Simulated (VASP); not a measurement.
A run of VASP 6.6.1:

The input INCAR:

```
ALGO = Fast ; EDIFF = 1E-7
ENCUT = 420 ; GGA = PE
ISIF = 2 ; ISMEAR = 0
KPAR = 4 ; LASPH = T
LCHARG = F ; LMAXMIX = 4
LREAL = F ; LWAVE = F
NBANDS = 16 ; NELM = 60
PREC = Accurate ; SIGMA = 0.02
```

File KPOINTS:

```
k-points
0
Gamma
  12 12 12
```

POSCAR

```
TiN                                     
1.0
    0.0000000000      2.1031287509      2.1031287509
    2.1031287509      0.0000000000      2.1031287509
    2.1031287509      2.1031287509      0.0000000000
  Ti              N             
     1     1
Direct
     0.0000000000000000    0.0000000000000000    0.0000000000000000
     0.5000000000000000    0.5000000000000000    0.5000000000000000
```

Contents of KPOINTS_OPT:

```
path GXWKGLUWLK,UX
20
line-mode
reciprocal
 0.0000000000  0.0000000000  0.0000000000  G
 0.5000000000  0.0000000000  0.5000000000  X

 0.5000000000  0.0000000000  0.5000000000  X
 0.5000000000  0.2500000000  0.7500000000  W

 0.5000000000  0.2500000000  0.7500000000  W
 0.3750000000  0.3750000000  0.7500000000  K

 0.3750000000  0.3750000000  0.7500000000  K
 0.0000000000  0.0000000000  0.0000000000  G

 0.0000000000  0.0000000000  0.0000000000  G
 0.5000000000  0.5000000000  0.5000000000  L

 0.5000000000  0.5000000000  0.5000000000  L
 0.6250000000  0.2500000000  0.6250000000  U

 0.6250000000  0.2500000000  0.6250000000  U
 0.5000000000  0.2500000000  0.7500000000  W

 0.5000000000  0.2500000000  0.7500000000  W
 0.5000000000  0.5000000000  0.5000000000  L

 0.5000000000  0.5000000000  0.5000000000  L
 0.3750000000  0.3750000000  0.7500000000  K

 0.6250000000  0.2500000000  0.6250000000  U
 0.5000000000  0.0000000000  0.5000000000  X
```

Potentials or basis: VASP PAW PBE potentials, release 64 (Ti_sv_GW, N_GW).

The run is started by

```sh
$ cat potpaw_PBE.64/Ti_sv_GW/POTCAR potpaw_PBE.64/N_GW/POTCAR > POTCAR
$ mpirun -np 4 vasp_std > vasp.out
```

Hardware: 4 MPI ranks on Intel(R) Xeon(R) Platinum 8488C (Sapphire Rapids) (shared host).

Q: How long does it take, and how much memory?

A: Wall time 14 s on 4 MPI ranks on Intel(R) Xeon(R) Platinum 8488C (Sapphire Rapids) (shared host), peak memory 0.15 GiB a rank. Counts: scf iterations 46, k points 72.
